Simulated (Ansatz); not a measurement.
## Pb: pressure against volume

Pb, Fm-3m, a = 4.934 Å. Ansatz: PBEsol, PAW, 420 eV, Γ-centred 14×14×14 mesh on 1 atom, Gaussian smearing 0.10 eV; no spin polarisation. Symmetry fixes shape and atoms, so the cell is only scaled; pressure is positive in compression.

```
V (Å³/atom) P (GPa)
     26.422        ?
     27.323     5.77
     28.224     3.50
     29.125     1.61
     30.025     0.03
     30.926    -1.28
     31.827    -2.37
     33.028    -3.55
```

**Question.** Take V0 = 30.025 Å³/atom, count pressures from its P0 = 0.03 GPa, fit the third-order Birch–Murnaghan form to the other rows, and predict the missing pressure.

**Answer.** With the Eulerian strain f = ½[(V0/V)^(2/3) − 1] and y = (P − P0)/[3f(1 + 2f)^(5/2)], the form is the line y = B0 + 1.5 B0 (B0′ − 4) f. Rows (f, y): 0.03244, 50.4; 0.02105, 49.6; 0.01025, 48.8; -0.00976, 47.0; -0.01906, 46.3; -0.03079, 45.4. Means f = 0.0006883, y = 47.917; Σ(Δf)² = 0.003004, ΣΔfΔy = 0.2423; the slope is their ratio. y = 47.86 + 80.65 f GPa, so B0 = 47.9 GPa and B0′ = 4 + 2 × (80.65)/(3 × 47.86) = 5.12. At V = 26.422, f = 0.04448, y = 51.45 and P = 8.53 GPa. The run gave 8.46 GPa, so the fit is 0.07 GPa too high, a small miss on the scale of the series.

Spin–orbit coupling is left out, which can shift energies with elements as heavy as these.